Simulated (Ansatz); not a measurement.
Cost and result for the equilibrium volume of Sn

```
CELL_PARAMETERS angstrom
-2.94014 2.94014 1.59930
2.94014 -2.94014 1.59930
2.94014 2.94014 -1.59930
ATOMIC_POSITIONS crystal
Sn 0.00000 0.00000 0.00000
Sn 0.75000 0.25000 0.50000
```

```tsv
rung	level	program and potentials	cutoff (eV)	k mesh	smearing	core time	chip	equilibrium volume (Å³/atom)	notes
GGA	PBE	Ansatz, Ansatz PAW	420	9 × 9 × 9	fermi-dirac 0.05	20 s	Arm Neoverse V1	28.43	-
GGA	revPBE	Ansatz, Ansatz PAW	420	9 × 9 × 9	fermi-dirac 0.05	24 s	Arm Neoverse V1	29.04	potentials made for PBE, which Ansatz adapts in part
GGA	RPBE	Ansatz, Ansatz PAW	420	9 × 9 × 9	fermi-dirac 0.05	24 s	Arm Neoverse V1	29.29	potentials made for PBE, which Ansatz adapts in part
GGA	PBEsol	Ansatz, Ansatz PAW	420	9 × 9 × 9	fermi-dirac 0.05	26 s	Arm Neoverse V1	26.89	potentials made for PBE, which Ansatz adapts in part
GGA	BLYP	Ansatz, Ansatz PAW	420	9 × 9 × 9	fermi-dirac 0.05	26 s	Arm Neoverse V1	31.19	potentials made for PBE, which Ansatz adapts in part
GGA + dispersion	BLYP+D4	Ansatz, Ansatz PAW	420	9 × 9 × 9	fermi-dirac 0.05	30 s	Intel Xeon Skylake/Cascade Lake	28.41	potentials made for PBE, which Ansatz adapts in part
LDA	LDA	Ansatz, Ansatz PAW	420	9 × 9 × 9	fermi-dirac 0.05	34 s	Arm Neoverse V1	26.17	potentials made for PBE, which Ansatz adapts in part
meta-GGA	r2SCAN	Ansatz, Ansatz PAW	500	9 × 9 × 9	fermi-dirac 0.05	48 s	Arm Neoverse V1	27.60	potentials made for PBE, which Ansatz adapts in part
```

Times are single runs on shared hosts and different chips, so they are rough; meshes, cutoffs and the tasks' sizes weigh on the time. Task: relaxation of cell and atoms. All rows: no spin polarisation. Smearing widths are in eV. For a metal such meshes aren't converged. Meshes are those of the run's cell of 2 atoms unless a note names another. Relaxations start from the cell shown or near it and stop with a little pressure left. Runs on faulty files, with rough fits or with known faults for this quantity aren't shown. No row holds spin-orbit coupling.

By rung: LDA 26.17; GGA 26.89 to 31.19; GGA + dispersion 28.41; meta-GGA 27.60 (Å³/atom).
